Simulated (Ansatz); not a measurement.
Runs of Ansatz 0.2.0 on TePb. Symmetry: Fm-3m, No. 225, cubic system. The conventional cell has a = 6.462 Å, b = 6.462 Å, c = 6.462 Å, α = 90.00°, β = 90.00°, γ = 90.00°. Around Pb (site symmetry m-3m) lie 6 Te at 3.23 Å. Te (site symmetry m-3m) has 6 Pb at 3.23 Å as nearest neighbours. 

```tsv
task	level	spin	cell	k mesh	cutoff (eV)	points for each segment of the path	mesh quality	gap on the mesh (eV)	pressure (GPa)	relaxed volume (Å³/atom)
band structure	PBE0	off	as given	4 × 4 × 4	420	4	coarse	1.70	1.2	-
relaxation of cell and atoms	HSE03	off	relaxed	4 × 4 × 4	420	-	coarse	1.07	0.0	34.72
band structure	PBEsol0	off	as given	4 × 4 × 4	420	4	coarse	1.65	-0.5	-
band structure	PBEsol	SOC, no magnetisation	as given	5 × 5 × 5	420	14	not flagged	-	(c)	-
band structure	HSEsol	off	as given	4 × 4 × 4	420	4	coarse	1.06	-0.5	-
band structure	r2SCAN	SOC, no magnetisation	as given	5 × 5 × 5	500	14	not flagged	-	1.3	-
relaxation of cell and atoms	BLYP	off	relaxed	7 × 7 × 7	420	-	not flagged	-	0.0	(a)
band structure	RPBE	off	as given	7 × 7 × 7	420	14	not flagged	-	(b)	-
relaxation of cell and atoms	RPBE	off	relaxed	7 × 7 × 7	420	-	not flagged	-	0.0	36.84
single point	HSE06	SOC, no magnetisation	as given	3 × 3 × 3	420	-	coarse	-	0.8	-
relaxation of cell and atoms	revPBE	off	relaxed	7 × 7 × 7	420	-	not flagged	-	0.0	36.43
band structure	BLYP	off	as given	7 × 7 × 7	420	14	not flagged	-	5.3	-
```

Alike in all rows: potentials or basis Ansatz PAW; smearing fermi-dirac 0.05 eV.

Task: Fill in the values left out.

Result: (a) 38.21; (b) 3.6; (c) -0.7.

Caveats: some runs use coarse meshes; the PAW data sets come from PBE, with cores solved anew for the run's functional, which leaves a small shift of forces and pressure; spin-orbit coupling is left out, which as a rule narrows the gap of such compounds by several tenths of an eV (some runs); the thresholds are loose for stress (some runs); the plane-wave basis is chosen anew once the cell has moved, so the energies of steps on either side of that aren't comparable (some runs); spin-orbit coupling is left out, which moves the levels of the heavy elements (some runs); the volume moved by +13 % from the deposited cell, more than functionals usually miss (some runs).

A k mesh can miss the band edges, and rows without SOC leave out spin-orbit coupling on Pb, Te.

Runs at the PBE level aren't shown here.
